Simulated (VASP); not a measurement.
Si7Ge:

```
Ge Si
1.0
     0.00000    5.46280    5.46280
     5.46280    0.00000    5.46280
     5.46280    5.46280    0.00000
Ge Si
2 14
Direct
  0.37500 0.37500 0.37500
  0.37500 0.37500 0.87500
  0.37500 0.87500 0.37500
  0.37500 0.87500 0.87500
  0.87500 0.37500 0.37500
  0.87500 0.37500 0.87500
  0.87500 0.87500 0.37500
  0.87500 0.87500 0.87500
  0.25000 0.25000 0.25000
  0.25000 0.25000 0.75000
  0.25000 0.75000 0.25000
  0.25000 0.75000 0.75000
  0.75000 0.25000 0.25000
  0.75000 0.25000 0.75000
  0.75000 0.75000 0.25000
  0.75000 0.75000 0.75000
```

The cell was built by a generator and needn't be a form met in nature.

* Program: VASP 6.6.1
* Task: relaxation of cell and atoms
* Functional: PBEsol
* Potentials or basis: VASP PAW PBE potentials, release 64 (Ge_d, Si)
* Cutoff: 600 eV
* k mesh: 6 × 6 × 6
* Occupations: gaussian, width 0.03 eV
* Spin: no spin polarisation

At the start: pressure -0.1 GPa; volume 20.38 Å³/atom.

How do energy, volume and symmetry change on relaxing?

Over 5 steps the energy falls by 2.1 meV/atom and the volume is 20.36 Å³/atom (-0.1 %); space group Amm2 (No. 38, to 0.05 Å).

Step by step:
```csv
step,energy change (eV),largest force (eV/Å),pressure (GPa),volume (Å³)
1,0.0000,0.4647,-0.06,326.04
2,-0.0320,0.1007,0.01,325.67
3,-0.0335,0.0299,0.04,325.57
4,-0.0335,0.0310,0.03,325.56
5,-0.0338,0.0079,-0.02,325.75
```

Final structure:
```xyz
16
Lattice="0.0002 5.4613 5.4609 5.4613 0.0002 5.4609 5.4616 5.4616 0.0000" Properties=species:S:1:pos:R:3 pbc="T T T"
Ge    4.0962    4.0962    4.0954
Ge    6.8270    6.8270    4.0954
Si    6.8271    4.0960    6.8260
Si    9.5579    6.8268    6.8260
Si    4.0960    6.8271    6.8260
Si    6.8268    9.5579    6.8260
Si    6.8270    6.8270    9.5568
Si    9.5578    9.5578    9.5568
Si    2.7308    2.7308    2.7012
Si    5.4616    5.4616    2.7012
Si    5.4765    2.7158    5.4751
Si    8.2073    5.4466    5.4751
Si    2.7158    5.4765    5.4751
Si    5.4466    8.2073    5.4751
Si    5.4616    5.4616    8.1922
Si    8.1924    8.1924    8.1922
```

Caveat: the PAW data sets were made with another functional, which shifts forces and pressure a little.
